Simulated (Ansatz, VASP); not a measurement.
# In: VASP beside Ansatz

```
CELL_PARAMETERS angstrom
0.00000 3.36654 3.36654
3.36654 0.00000 3.36654
3.36654 3.36654 0.00000
ATOMIC_POSITIONS crystal
In 0.87500 0.87500 0.87500
In 0.12500 0.12500 0.12500
```

Alike in both runs: functional PBE; k mesh 11 × 11 × 11; occupations fermi-dirac, width 0.05 eV; no spin polarisation.

Ansatz relaxed the structure, and its values are those at the end. VASP's run is a single point on that final structure, the one shown.

```csv
,VASP,Ansatz
version,VASP 6.6.1,Ansatz 0.2.0
potentials or method,"VASP PAW PBE potentials, release 64 (In_d), cutoff 520 eV","all-electron LAPW, scalar-relativistic"
```

```tsv
	VASP	Ansatz	Ansatz less VASP
pressure (GPa)	0.0	0.0	+0.03
```

Ansatz ran all-electron here, so the differences hold the error of VASP's frozen core and of both bases.
